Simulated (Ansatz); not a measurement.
# Dielectric response of KF (001) films, part 4 of 6

Aim: the electronic and static ε of rocksalt KF (001) from films of three thicknesses in a field.

Ansatz 0.2.0; plane-wave DFT, PBE, Ansatz PAW (the session's first sound run).

So far. Step 16 (Field on, atoms free, 10 atoms, units 5, field -0.05 …): The dipole is -0.0496 e·Å, and the gap on the mesh 5.122 eV. Step 17 (Response with the atoms relaxed, 10 atoms, units 5): The induced dipole is that of a conductor 12.55 Å thick.

**18. Relaxation, 16 atoms, units 8**

This step: plane-wave DFT, PBE, Ansatz PAW (Ansatz 0.2.0).

System of this step: KF (001), 8 units. The cell holds 16 atoms: 8 K and 8 F. Its edges and angles: a = 3.783 Å, b = 3.783 Å, c = 36.725 Å, α = 90.0°, β = 90.0°, γ = 90.0°. It derives from KF (rocksalt KF). Vacuum lies along c.

The next thickness, treated alike, so that differences show the interior and the faces cancel.

The input, input.yaml:

```yaml
crystal:
  lattice:
    - [3.78302128, 0.0, 0.0]
    - [0.0, 3.78302128, 0.0]
    - [0.0, 0.0, 36.725]
  atoms:
    - { symbol: K, position: [0.5, 0.5, 0.2450646698] }
    - { symbol: F, position: [0.0, 0.0, 0.2450646698] }
    - { symbol: K, position: [0.0, 0.0, 0.3179033356] }
    - { symbol: F, position: [0.5, 0.5, 0.3179033356] }
    - { symbol: K, position: [0.5, 0.5, 0.3907420014] }
    - { symbol: F, position: [0.0, 0.0, 0.3907420014] }
    - { symbol: K, position: [0.0, 0.0, 0.4635806671] }
    - { symbol: F, position: [0.5, 0.5, 0.4635806671] }
    - { symbol: K, position: [0.5, 0.5, 0.5364193329] }
    - { symbol: F, position: [0.0, 0.0, 0.5364193329] }
    - { symbol: K, position: [0.0, 0.0, 0.6092579986] }
    - { symbol: F, position: [0.5, 0.5, 0.6092579986] }
    - { symbol: K, position: [0.5, 0.5, 0.6820966644] }
    - { symbol: F, position: [0.0, 0.0, 0.6820966644] }
    - { symbol: K, position: [0.0, 0.0, 0.7549353302] }
    - { symbol: F, position: [0.5, 0.5, 0.7549353302] }
kpoints:
  mp_grid: { grid: [8, 8, 1] }
hamiltonian:
  xc: pbe
scf:
  occupations: { method: fixed }
  convergence: { dr2_threshold: 1.0e-09 }
efield:
  axis: 3
  dipole_correction: true
  ramp_position: 0.97
  ramp_width: 0.06
relax:
  f_tol: 0.003
  max_steps: 100
output:
  write_potential: true
  write_density: true
  volumetric_format: npy
```

On the command line:

```sh
> ansatz run input.yaml --threads 4 --pin off --max-ram 8192MiB --backend cpu --events-out ev --progress --plain --runs-dir out
```

Numbers of over 12 decimals in the logs are rounded to 6 here.

The program printed:

```text
[...]
Crystal: 16 atoms, lattice volume = 525.581 Å³
Basis set: ecut = 420 eV, 10211 PW (Γ), exchange–correlation on 54×54×500 points (8 copies of the dense FFT grid, shifted against one another)
Bands: 80, of which v1, the nominal top of the filled ones, is band 64 counted from 1 (63 counted from 0)
Symmetry: 8 space group operations
k-points: 15 of 64
[...]
- { symbol: F, position: [0.5, 0.5, 0.462834] }
    - { symbol: K, position: [0.5, 0.5, 0.537127] }
    - { symbol: F, position: [0, 0.0, 0.537166] }
    - { symbol: K, position: [0, 0.0, 0.611452] }
    - { symbol: F, position: [0.5, 0.5, 0.611350] }
    - { symbol: K, position: [0.5, 0.5, 0.685646] }
    - { symbol: F, position: [0, 0.0, 0.685987] }
    - { symbol: K, position: [0, 0.0, 0.759624] }
    - { symbol: F, position: [0.5, 0.5, 0.758925] }
[key lines of the parts left out:]
SCF converged after 7 iterations
Free energy (F): -18790.096203 eV
Fermi energy:    -1.563923 eV
Dipole field:    D = 0.000000 V/Å  (p = 0.000001 e·Å, saw-weighted, corrected)
Work function:   Φ+ = 5.9763 eV   Φ− = 5.9762 eV
```

Wall time 74 s (4 threads of Arm Neoverse V1, shared host); peak memory 1.3 GiB; 4.9 min of CPU time.

Step by step:

```
step  energy less that of the first step (eV)  largest force component (eV/Å)
   1                                   0.0000                          0.0816
   2                                  -0.0057                          0.1294
   3                                  -0.0172                          0.0154
   4                                  -0.0176                          0.0029
   5                                  -0.0176                          0.0006
```

Forces are held to the 8 operations that the run works with; a distortion that breaks them can't arise in this run.

The atoms that moved most (Å):

```
atom     dx     dy      dz  length
 K15  0.000  0.000   0.172   0.172
  K1  0.000  0.000  -0.172   0.172
 F16  0.000  0.000   0.147   0.147
  F2  0.000  0.000  -0.147   0.147
 F14  0.000  0.000   0.143   0.143
  F4  0.000  0.000  -0.143   0.143
 K13  0.000  0.000   0.130   0.130
  K3  0.000  0.000  -0.130   0.130
```

Running mean over 2.675 Å of the planar mean; the ramp of the sawtooth is left out. Table of electron's electrostatic potential energy less the highest filled level by z:

z (Å), electron's electrostatic potential energy less the highest filled level (eV) and a bar from the least value:
```
        4       5.98 ##############################
        5       5.98 ##############################
        6       5.96 ##############################
        7       5.34 ##########################
        8       1.87 ####
        9       1.27 
       10       1.36 #
       11       1.28 
       12       1.25 
       13       1.43 #
       14       1.22 
       15       1.29 
       16       1.38 #
       17       1.23 
       18       1.38 #
       19       1.29 
       20       1.23 
       21       1.43 #
       22       1.24 
       23       1.24 
       24       1.42 #
       25       1.24 
       26       1.32 #
       27       1.33 #
       28       1.29 
       29       2.71 #########
       30       5.75 #############################
       31       5.97 ##############################
       32       5.98 ##############################
       33       5.98 ##############################
```

The relaxation took 5 steps and lowered the energy by 0.018 eV; the largest force on the free atoms ends at 6.0e-4 eV/Å.

The gap is 5.24 eV, with the valence edge 5.98 eV and the conduction edge 0.74 eV under the upper vacuum level.

**19. The series together**

Times are for 4 threads of Arm Neoverse V1, shared host. Results by setting:

```
no.  units  gap by band count (eV)  electron affinity, upper face (eV)  time  memory (GiB)
  1      3                   5.182                              0.8018  15 s          0.58
  2      5                   5.227                              0.7502  24 s          0.82
  3      8                   5.238                              0.7386  74 s           1.3
```

The runs together. Table of valence density, planar mean by z:

```
z (Å)  3 (e/Å³)  5 (e/Å³)  8 (e/Å³)
  5.5    2.2e-5    2.6e-5    3.2e-5
  6.0    9.0e-5    1.0e-4    1.4e-4
  6.5    4.0e-4    4.7e-4    6.2e-4
  7.0   0.00194   0.00233   0.00310
  7.5    0.0117    0.0146    0.0202
  8.0    0.0838     0.107     0.148
  8.5     0.520     0.602     0.731
  9.0      1.09      1.06     0.995
  9.5     0.439     0.379     0.286
 10.0    0.0707    0.0621    0.0490
 10.5    0.0438    0.0532    0.0691
 11.0     0.270     0.334     0.436
 11.5     0.992      1.04      1.08
 12.0     0.768     0.671     0.545
 12.5     0.154     0.125    0.0953
 13.0    0.0350    0.0337    0.0369
 13.5     0.124     0.143     0.196
 14.0     0.682     0.726     0.850
 14.5      1.04      1.00     0.910
 15.0     0.323     0.301     0.226
 15.5    0.0456    0.0491    0.0401
 16.0   0.00674    0.0619    0.0819
 16.5   0.00119     0.375     0.486
 17.0    2.6e-4      1.05      1.08
 17.5    5.9e-5     0.612     0.481
 18.0    1.4e-5     0.107    0.0798
 18.5    3.2e-6    0.0371    0.0400
 19.0    1.2e-6     0.182     0.225
 19.5         0     0.847     0.914
 20.0         0     0.916     0.854
 20.5         0     0.235     0.189
 21.0         0    0.0319    0.0359
 21.5         0   0.00487    0.0938
 22.0         0    9.1e-4     0.554
 22.5         0    1.9e-4      1.09
 23.0         0    4.5e-5     0.419
```

**20. The relaxed film, single point, 16 atoms, units 8**

The next thickness, treated alike, so that differences show the interior and the faces cancel.

The input, input.yaml:

```yaml
crystal:
  lattice:
    - [3.78302128, 0.0, 0.0]
    - [0.0, 3.78302128, 0.0]
    - [0.0, 0.0, 36.725]
  atoms:
    - { symbol: K, position: [0.5, 0.5, 0.2403764858] }
    - { symbol: F, position: [0.0, 0.0, 0.2410754751] }
    - { symbol: K, position: [0.0, 0.0, 0.3143539009] }
    - { symbol: F, position: [0.5, 0.5, 0.3140132071] }
    - { symbol: K, position: [0.5, 0.5, 0.388547572] }
    - { symbol: F, position: [0.0, 0.0, 0.3886504112] }
    - { symbol: K, position: [0.0, 0.0, 0.4628727026] }
    - { symbol: F, position: [0.5, 0.5, 0.4628335869] }
    - { symbol: K, position: [0.5, 0.5, 0.5371273008] }
    - { symbol: F, position: [0.0, 0.0, 0.5371663926] }
    - { symbol: K, position: [0.0, 0.0, 0.6114524319] }
    - { symbol: F, position: [0.5, 0.5, 0.6113495844] }
    - { symbol: K, position: [0.5, 0.5, 0.685646104] }
    - { symbol: F, position: [0.0, 0.0, 0.6859867955] }
    - { symbol: K, position: [0.0, 0.0, 0.7596235238] }
    - { symbol: F, position: [0.5, 0.5, 0.7589245256] }
kpoints:
  mp_grid: { grid: [8, 8, 1] }
hamiltonian:
  xc: pbe
scf:
  occupations: { method: fixed }
  convergence: { dr2_threshold: 1.0e-09 }
efield:
  axis: 3
  dipole_correction: true
  ramp_position: 0.97
  ramp_width: 0.06
output:
  eigenvalues: true
  dos: { projected: true, e_range: [-7, 7] }
  write_potential: true
  write_density: true
  volumetric_format: npy
checkpoint:
  write: end8.run
  compress: false
  write_wavefunctions: false
```

The program printed:

```text
[...]
Crystal: 16 atoms, lattice volume = 525.581 Å³
Basis set: ecut = 420 eV, 10211 PW (Γ)
Bands: 80, of which v1, the nominal top of the filled ones, is band 64 counted from 1 (63 counted from 0)
Symmetry: 8 space group operations
k-points: 15 of 64
[...]
k-point 1: bands = [... 60 lower, -1.6532, -1.6510, -1.6080, -1.6079, 3.8579, 3.8755, 4.6974, 4.8519, ... 12 higher]
  k-point 2: bands = [... 60 lower, -1.7323, -1.7221, -1.7138, -1.7138, 4.3716, 4.3899, 5.2563, 5.5216, ... 12 higher]
  k-point 14: bands = [... 60 lower, -1.6764, -1.6764, -1.6651, -1.6651, 6.5238, 6.5238, 6.7340, 6.7340, ... 12 higher]
[key lines of the parts left out:]
SCF converged after 8 iterations
Free energy (F): -18790.096446 eV
Fermi energy:    -1.563435 eV
Dipole field:    D = 0.000002 V/Å  (p = 0.000005 e·Å, saw-weighted, corrected)
Work function:   Φ+ = 5.9762 eV   Φ− = 5.9761 eV
```

The job ended after 25 s (4 threads; peak memory 1.4 GiB; 98 s of CPU time).

Running mean over 2.675 Å of the planar mean; the ramp of the sawtooth is left out. The electron's electrostatic potential energy less the highest filled level by z:

```
z (Å)  electron's electrostatic potential energy less the highest filled level (eV)
    4                                                                          5.98
    5                                                                          5.98
    6                                                                          5.96
    7                                                                          5.34
    8                                                                          1.87
    9                                                                          1.27
   10                                                                          1.36
   11                                                                          1.28
   12                                                                          1.25
   13                                                                          1.43
   14                                                                          1.22
   15                                                                          1.29
   16                                                                          1.38
   17                                                                          1.22
   18                                                                          1.37
   19                                                                          1.29
   20                                                                          1.23
   21                                                                          1.43
   22                                                                          1.24
   23                                                                          1.24
   24                                                                          1.42
   25                                                                          1.24
   26                                                                          1.32
   27                                                                          1.32
   28                                                                          1.29
   29                                                                          2.71
   30                                                                          5.75
   31                                                                          5.97
   32                                                                          5.98
   33                                                                          5.98
```

The gap is 5.24 eV, with the valence edge 5.98 eV and the conduction edge 0.74 eV under the upper vacuum level.

**21. Single point, 16 atoms, units 8, field 0.05 V/Å**

input.yaml, as its differences from that of step 20:

```diff
@@ -28,3 +28,3 @@
   occupations: { method: fixed }
-  convergence: { dr2_threshold: 1.0e-09 }
+  convergence: { dr2_threshold: 1.0e-10 }
 efield:
@@ -34,5 +34,4 @@
   ramp_width: 0.06
+  amplitude: 0.05
 output:
-  eigenvalues: true
-  dos: { projected: true, e_range: [-7, 7] }
   write_potential: true
@@ -40,5 +39 @@
   volumetric_format: npy
-checkpoint:
-  write: end8.run
-  compress: false
-  write_wavefunctions: false
```

The program printed:

```text
[...]
Crystal: 16 atoms, lattice volume = 525.581 Å³
Basis set: ecut = 420 eV, 10211 PW (Γ)
Bands: 80, of which v1, the nominal top of the filled ones, is band 64 counted from 1 (63 counted from 0)
Symmetry: 8 space group operations
k-points: 15 of 64
[...]
k-point 0: bands = [... 60 lower, -1.5710, -1.5057, -1.3233, -1.3233, 3.3543, 4.0013, 4.3421, 4.5561, ... 12 higher]
  k-point 1: bands = [... 60 lower, -1.6154, -1.5031, -1.4143, -1.3677, 3.5335, 4.1892, 4.5461, 4.8004, ... 12 higher]
  k-point 2: bands = [... 60 lower, -1.7209, -1.6162, -1.5019, -1.4733, 4.0417, 4.7104, 5.0834, 5.4919, ... 12 higher]
  k-point 14: bands = [... 60 lower, -1.6750, -1.4398, -1.4398, -1.4324, 6.4621, 6.4621, 6.7405, 6.7405, ... 12 higher]
[key lines of the parts left out:]
SCF converged after 12 iterations
Free energy (F): -18790.097525 eV
Fermi energy:    -1.323305 eV
Dipole field:    D = 0.014861 V/Å  (p = 0.043165 e·Å, saw-weighted, corrected)
```

Elapsed: 29 s, on 4 threads; peak memory 1.4 GiB.

The dipole is 0.0432 e·Å, and the gap on the mesh 4.678 eV.

**22. Single point, 16 atoms, units 8, field -0.05 V/Å**

input.yaml, as its differences from that of step 21:

```diff
@@ -34,3 +34,3 @@
   ramp_width: 0.06
-  amplitude: 0.05
+  amplitude: -0.05
 output:
```

The program printed:

```text
[...]
Crystal: 16 atoms, lattice volume = 525.581 Å³
Basis set: ecut = 420 eV, 10211 PW (Γ)
Bands: 80, of which v1, the nominal top of the filled ones, is band 64 counted from 1 (63 counted from 0)
Symmetry: 8 space group operations
k-points: 15 of 64
[...]
k-point 0: bands = [... 60 lower, -1.5710, -1.5057, -1.3233, -1.3233, 3.3553, 4.0004, 4.3421, 4.5559, ... 12 higher]
  k-point 1: bands = [... 60 lower, -1.6153, -1.5031, -1.4143, -1.3677, 3.5346, 4.1883, 4.5460, 4.8004, ... 12 higher]
  k-point 2: bands = [... 60 lower, -1.7209, -1.6162, -1.5019, -1.4734, 4.0428, 4.7095, 5.0832, 5.4919, ... 12 higher]
  k-point 14: bands = [... 60 lower, -1.6750, -1.4398, -1.4398, -1.4324, 6.4621, 6.4621, 6.7405, 6.7405, ... 12 higher]
[key lines of the parts left out:]
SCF converged after 12 iterations
Free energy (F): -18790.097525 eV
Fermi energy:    -1.323313 eV
Dipole field:    D = -0.014859 V/Å  (p = -0.043158 e·Å, saw-weighted, corrected)
```

Elapsed: 30 s, on 4 threads; peak memory 1.4 GiB; 2 min of CPU time.

The dipole is -0.0432 e·Å, and the gap on the mesh 4.679 eV.

**23. Response with the atoms held, 16 atoms, units 8**

This step: plane-wave DFT, PBE, Ansatz PAW; response to a field along the normal, atoms held (Ansatz 0.2.0).

Local field over the applied field, running mean. From the potentials at -0.05 and 0.05 V/Å; running mean over 2.675 Å, taken twice. The local field over applied field by z:

z (Å), local field over applied field and a bar from the least value:
```
        4      0.999 ##############################
        5      0.992 ##############################
        6      0.946 ###########################
        7      0.813 ###################
        8      0.642 #########
        9      0.526 ##
       10      0.498 
       11      0.501 
       12      0.506 
       13      0.509 #
       14      0.509 #
       15      0.509 #
       16      0.508 #
       17      0.508 #
       18      0.509 #
       19      0.509 #
       20      0.508 #
       21      0.509 #
       22      0.509 #
       23      0.509 #
       24      0.508 #
       25      0.505 
       26      0.500 
       27      0.500 
       28      0.548 ###
       29      0.687 ###########
       30      0.858 ######################
       31      0.966 ############################
       32      0.995 ##############################
```

The induced dipole is that of a conductor 10.91 Å thick.

**24. Field on, atoms free, 16 atoms, units 8, field 0.05 V/Å**

This step: plane-wave DFT, PBE, Ansatz PAW (Ansatz 0.2.0).

The same pair of relaxations in the field for this thickness.

input.yaml, as its differences from that of step 22:

```diff
@@ -34,3 +34,6 @@
   ramp_width: 0.06
-  amplitude: -0.05
+  amplitude: 0.05
+relax:
+  f_tol: 0.0006
+  max_steps: 70
 output:
```

The program printed:

```text
[...]
Crystal: 16 atoms, lattice volume = 525.581 Å³
Basis set: ecut = 420 eV, 10211 PW (Γ), exchange–correlation on 54×54×500 points (8 copies of the dense FFT grid, shifted against one another)
Bands: 80, of which v1, the nominal top of the filled ones, is band 64 counted from 1 (63 counted from 0)
Symmetry: 8 space group operations
k-points: 15 of 64
[...]
- { symbol: K, position: [0, 0.0, 0.462965] }
    - { symbol: F, position: [0.5, 0.5, 0.462739] }
    - { symbol: K, position: [0.5, 0.5, 0.537225] }
    - { symbol: F, position: [0, 0.0, 0.537073] }
    - { symbol: K, position: [0, 0.0, 0.611560] }
    - { symbol: F, position: [0.5, 0.5, 0.611254] }
    - { symbol: K, position: [0.5, 0.5, 0.685725] }
    - { symbol: F, position: [0, 0.0, 0.685912] }
    - { symbol: K, position: [0, 0.0, 0.759766] }
    - { symbol: F, position: [0.5, 0.5, 0.758785] }
[key lines of the parts left out:]
SCF converged after 6 iterations
Free energy (F): -18790.098141 eV
Fermi energy:    -1.505429 eV
Dipole field:    D = 0.026676 V/Å  (p = 0.077481 e·Å, saw-weighted, corrected)
```

Wall time 82 s (4 threads); peak memory 1.2 GiB; 5.4 min of CPU time.

The relaxation took 5 steps and lowered the energy by 8.6e-4 eV; the largest force on the free atoms ends at 2.4e-4 eV/Å.

The dipole is 0.0775 e·Å, and the gap on the mesh 5.066 eV.

**25. Field on, atoms free, 16 atoms, units 8, field -0.05 V/Å**

The opposite sign, again from the field-free geometry; the difference of the two cancels what relaxes without a field.

input.yaml, as its differences from that of step 24:

```diff
@@ -34,3 +34,3 @@
   ramp_width: 0.06
-  amplitude: 0.05
+  amplitude: -0.05
 relax:
```

The program printed:

```text
[...]
Crystal: 16 atoms, lattice volume = 525.581 Å³
Basis set: ecut = 420 eV, 10211 PW (Γ), exchange–correlation on 54×54×500 points (8 copies of the dense FFT grid, shifted against one another)
Bands: 80, of which v1, the nominal top of the filled ones, is band 64 counted from 1 (63 counted from 0)
Symmetry: 8 space group operations
k-points: 15 of 64
[...]
- { symbol: K, position: [0, 0.0, 0.462775] }
    - { symbol: F, position: [0.5, 0.5, 0.462929] }
    - { symbol: K, position: [0.5, 0.5, 0.537036] }
    - { symbol: F, position: [0, 0.0, 0.537262] }
    - { symbol: K, position: [0, 0.0, 0.611361] }
    - { symbol: F, position: [0.5, 0.5, 0.611454] }
    - { symbol: K, position: [0.5, 0.5, 0.685569] }
    - { symbol: F, position: [0, 0.0, 0.686075] }
    - { symbol: K, position: [0, 0.0, 0.759492] }
    - { symbol: F, position: [0.5, 0.5, 0.759069] }
[key lines of the parts left out:]
SCF converged after 5 iterations
Free energy (F): -18790.098141 eV
Fermi energy:    -1.505541 eV
Dipole field:    D = -0.026677 V/Å  (p = -0.077484 e·Å, saw-weighted, corrected)
```

The job ended after 70 s (4 threads; peak memory 1.2 GiB).

The relaxation took 4 steps and lowered the energy by 8.6e-4 eV; the largest force on the free atoms ends at 2.2e-4 eV/Å.

The dipole is -0.0775 e·Å, and the gap on the mesh 5.066 eV.

(Continued in part 5 of 6.)

[Logs are printed without paths, hosts, clocks, repeated set-up lines and the standing remarks that a program may print on its own settings, such as how far it seeks lower states.]

[Hosts, paths, dates, database ids (printed as entryN), source tags and the programs' standing remarks are cut or masked in the printed files.]

[Maps of the electrostatic potential energy from Ansatz leave out the sawtooth potential of an applied field or a dipole correction, so their vacuum need not be flat; planar profiles and work functions include it.]
